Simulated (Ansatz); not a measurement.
**V_N in AlN (P6_3mc) against the share of exact exchange**

Aim: the (+1/0) level of V_N in AlN (P6_3mc) as a function of the share of exact exchange, with the cost of each choice. The model is a cell of 128 host atoms with 1 N taken out; the atoms are relaxed once and then held.

Calculated with Ansatz 0.2.0; plane-wave PAW DFT; relaxations with PBEsol, then single points with PBEsol and HSE06 form with several shares of exact exchange, on supercells at fixed charge in a uniform background.

Most raw output is cut from this account.

### 1. The structure

The cell holds 127 atoms: 64 Al and 63 N. Its edges and angles: a = 14.686 Å, b = 14.686 Å, c = 11.753 Å, α = 125.1°, β = 125.1°, γ = 94.5°. It derives from AlN (space group P6_3mc). Nearest the centre at fractional (0.554, 0.637, 0.750): Al102 at 1.89 Å, Al55 at 1.89 Å, Al117 at 1.89 Å, Al51 at 1.90 Å, N112 at 3.07 Å, N124 at 3.07 Å, N109 at 3.07 Å, N32 at 3.07 Å. The cell carries charge +1.

The host's dielectric constants go in as inputs: (4.50, 4.50, 4.73) for the electrons alone, (8.20, 8.20, 9.74) with the ions, computed on the host (DFPT, PBEsol).

The cell's shortest repeat is 11.8 Å.

### 2. Relaxing both charge states, PBEsol

The study needs fixed structures, so each charge is relaxed once, at one point at (¼, ¼, ¼), from small random displacements that break the symmetry of the site.

Contents of qp1.relax/input.yaml:

```yaml
crystal:
  lattice:
    - [-4.67041106, 2.69646303, 4.9836768]
    - [4.67041106, -2.69646303, 4.9836768]
    - [1.55680365, 2.69646308, -4.9836768]
  atoms:
    - { symbol: Al, position: [0.416184, 0.08285, 0.0] }
    - { symbol: Al, position: [0.416184, 0.58285, 0.5] }
    - { symbol: Al, position: [0.916184, 0.08285, 0.5] }
    - { symbol: Al, position: [0.916184, 0.58285, 0.0] }
    - { symbol: Al, position: [0.33285, 0.166184, 0.5] }
    - { symbol: Al, position: [0.33285, 0.666184, 0.0] }
    - { symbol: Al, position: [0.83285, 0.166184, 0.0] }
    - { symbol: Al, position: [0.83285, 0.666184, 0.5] }
    - { symbol: "N", position: [0.10715, 0.273816, 0.5] }
    - { symbol: "N", position: [0.10715, 0.773816, 0.0] }
    - { symbol: "N", position: [0.60715, 0.273816, 0.0] }
    - { symbol: "N", position: [0.60715, 0.773816, 0.5] }
    - { symbol: "N", position: [0.023816, 0.35715, 0.0] }
    - { symbol: "N", position: [0.023816, 0.85715, 0.5] }
    - { symbol: "N", position: [0.523816, 0.35715, 0.5] }
    - { symbol: "N", position: [0.523816, 0.85715, 0.0] }
  supercell: [2, 2, 2]
  defects: [{ vacancy: 120 }]
total_charge: 1
basis:
  ecutwfc: 420
  xc_grid: 2
hamiltonian:
  xc: pbesol
  pseudopotentials: { kind: paw, azcp: { folder: soft_1 }, xc_functional: pbe }
kpoints:
  mp_grid: { grid: [1, 1, 1], shift: [0.25, 0.25, 0.25] }
scf:
  occupations: { method: fixed }
  max_iter: 60
output:
  forces: true
  charged_corrections:
    epsilon: [4.5, 4.5, 4.73]
    static_epsilon: [8.2, 8.2, 9.74]
    defect_position: [0.553575, 0.636908, 0.75]
relax:
  f_tol: 0.015
  max_steps: 60
  random_displacement: { amplitude: 0.04, seed: 5269 }
checkpoint:
  write: "../qp1.relax.run"
  compress: false
  write_wavefunctions: true
  write_every: 100000
```

On the command line:

```console
ansatz run input.yaml --threads 32 --pin off --max-ram 84787MiB --backend cuda --events-out ev --progress --plain --runs-dir out --max-vram 78GiB
```

The job ended after 7.3 s (1 × NVIDIA GB200 with 32 threads of Arm Neoverse V2, shared host; peak memory 1.7 GiB).

Relaxation path:

| step | energy less that of the first step (eV) | largest force component (eV/Å) |
| --- | --- | --- |
| 1 | 0.0000 | 1.5990 |
| 2 | -1.6177 | 0.9489 |
| 3 | -2.3068 | 0.0733 |
| 4 | -2.3087 | 0.0570 |
| 5 | -2.3091 | 0.0168 |
| 6 | -2.3093 | 0.0031 |

The atoms that moved most (Å, from the sites as typed, ahead of the random displacement, the mean shift of all atoms taken out):

| atom | dx | dy | dz | length |
| --- | --- | --- | --- | --- |
| Al51 | 0.001 | 0.000 | -0.086 | 0.086 |
| Al117 | -0.036 | 0.021 | 0.005 | 0.042 |
| Al102 | 0.036 | 0.020 | 0.008 | 0.042 |
| Al55 | 0.001 | -0.041 | 0.008 | 0.041 |
| N126 | 0.009 | -0.005 | -0.017 | 0.020 |
| N124 | 0.000 | 0.011 | -0.013 | 0.017 |
| N112 | -0.010 | -0.005 | -0.013 | 0.017 |
| N94 | -0.001 | 0.000 | 0.017 | 0.017 |

The atoms nearest to the centre after the run:

| atom | distance (Å) |
| --- | --- |
| Al55 | 1.931 |
| Al102 | 1.934 |
| Al117 | 1.938 |
| Al51 | 1.985 |
| N32 | 3.056 |
| N124 | 3.057 |
| N109 | 3.057 |
| N94 | 3.058 |
| N126 | 3.058 |
| N112 | 3.059 |
| Al114 | 3.095 |
| N59 | 3.101 |
| N12 | 3.102 |
| N106 | 3.102 |
| N108 | 3.105 |
| N90 | 3.106 |

| charge | moment set (μB) | steps | largest displacement (Å) | time |
| --- | --- | --- | --- | --- |
| 0 | 1 | 7 | 0.11 | 11 s |
| +1 | 0 | 6 | 0.09 | 7.3 s |

The relaxation ends 18 meV an atom lower than the displaced start, with a largest force component of 0.0031 eV/Å.

### 3. First setting: 0 (PBEsol)

Exact exchange opens the gap of the host. A level of a localised state need not follow either band edge, so its distance to each edge changes.

Contents of qp1.a0/input.yaml:

```yaml
crystal:
  checkpoint: "../qp1.relax.run"
  host: checkpoint
total_charge: 1
basis:
  ecutwfc: 420
  xc_grid: 2
hamiltonian:
  xc: pbesol
  pseudopotentials: { kind: paw, azcp: { folder: soft_1 }, xc_functional: pbe }
kpoints:
  mp_grid: { grid: [1, 1, 1], shift: [0.25, 0.25, 0.25] }
scf:
  occupations: { method: fixed }
  max_iter: 60
output:
  forces: true
  charged_corrections:
    epsilon: [4.5, 4.5, 4.73]
    static_epsilon: [8.2, 8.2, 9.74]
    defect_position: [0.553575, 0.636908, 0.75]
  eigenvalues: true
  eigenstates: { localisation: true }
checkpoint:
  read: "../qp1.relax.run"
  write: "../qp1.a0.run"
  compress: false
  write_wavefunctions: false
  write_every: 100000
```

Elapsed: 2.3 s, on 1 × NVIDIA GB200 with 32 threads; peak memory 1.5 GiB.

Both charges and the host at this setting go to place-levels, which corrects for the image charge and aligns the potentials.

Contents of levels.a0.yaml:

```yaml
host:
  run: host.a0.run
states: [q0_M1.a0.run, qp1.a0.run]
geometry_from:
  q0_M1.a0.run: q0_M1.relax.run
  qp1.a0.run: qp1.relax.run
  host.a0.run: host.relax.run
chemical_potentials:
  "N":
    energy: -378.476431
    dataset: "<sha256 of the dataset>"
```

On the command line:

```console
ansatz place-levels levels.a0.yaml -- --threads 32 --pin off --max-ram 84787MiB --backend cuda --max-vram 78GiB
```

It took 0.18 s on 32 threads.

At this setting the gap is 4.098 eV and (+1/0) lies 3.327 eV above the valence top.

### 4. The other settings

From the second setting on only the share changes; the first is PBEsol, whose semilocal part differs from that of the hybrids. The next input; the others follow the same pattern (0.2, 0.25, 0.3 and 0.4):

qp1.a10/input.yaml, as its differences from qp1.a0/input.yaml of step 3:

```diff
@@ -8,4 +8,4 @@
 hamiltonian:
-  xc: pbesol
-  pseudopotentials: { kind: paw, azcp: { folder: soft_1 }, xc_functional: pbe }
+  xc: { preset: hse06, exx: 0.1 }
+  pseudopotentials: { kind: paw, azcp: { folder: soft_1 } }
 kpoints:
@@ -25,3 +25,3 @@
   read: "../qp1.relax.run"
-  write: "../qp1.a0.run"
+  write: "../qp1.a10.run"
   compress: false
```

### 5. Result against cost

Times of the states on 1 × NVIDIA GB200 with 32 threads of Arm Neoverse V2, shared host; the host is run again at each setting:

| share of exact exchange | gap (eV) | (+1/0) above the valence top (eV) | under the conduction bottom (eV) | time, both charge states | time, host and placing | peak memory of a state (GiB) |
| --- | --- | --- | --- | --- | --- | --- |
| 0 (PBEsol) * | 4.098 | 3.327 | 0.772 | 7.4 s | 2.9 s | 2.0 |
| 0.1 | 4.712 | 3.666 | 1.046 | 38 s | 3.5 min | 3.9 |
| 0.2 | 5.259 | 4.048 | 1.211 | 39 s | 3.2 min | 3.9 |
| 0.25 | 5.537 | 4.240 | 1.297 | 41 s | 3.5 min | 3.9 |
| 0.3 | 5.819 | 4.434 | 1.385 | 38 s | 2.6 min | 4.0 |
| 0.4 | 6.390 | 4.825 | 1.565 | 31 s | 2.5 min | 4.1 |

* started from the relaxation's converged state in the same settings, so its time is no fair cost.

### 6. Results

- (plus 1/0) level, 0 (PBEsol): 3.33 eV
- (plus 1/0) level, 0.1: 3.67 eV
- (plus 1/0) level, 0.2: 4.05 eV
- (plus 1/0) level, 0.25: 4.24 eV
- (plus 1/0) level, 0.3: 4.43 eV
- (plus 1/0) level, 0.4: 4.83 eV
- slope of the gap among the hybrids: 0.56 eV per 0.1 of exact exchange

**Reading.** From a share of 0 (PBEsol) to 0.4 the gap opens from 4.10 to 6.39 eV and (+1/0) moves from 3.33 to 4.83 eV above the valence top. Among the hybrids, by fitted slopes, the level takes 69 % of the gap's opening, between the two edges, as a localised state does. The atoms were held at the semilocal structure, so a distortion that exact exchange would bring is missing. The program warns that hybrid band edges depend on the exchange mesh, which was not varied here; the gaps and slopes may carry that error. Only the charges 0 and +1 were run, each from one start, so (+1/0) need not be a change between stable states. What this leaves open: one k-point off the zone centre stands for the whole zone; the structures are those of PBEsol; force components of up to 0.35 eV/Å remain in a run at the final settings.

[Logs are printed without paths, hosts, clocks, repeated set-up lines and the standing remarks that a program may print on its own settings, such as how far it seeks lower states.]

[Hosts, paths, dates, database ids (printed as entryN), source tags and the programs' standing remarks are cut or masked in the printed files.]

[Where a table of states has a column of steps, it counts the stored structures, which are thinned; the runs took as many ionic steps or more.]

[For some hosts the program warned that the k-mesh of the response run may be too coarse for force constants and the static dielectric constant; such warnings are not shown here.]
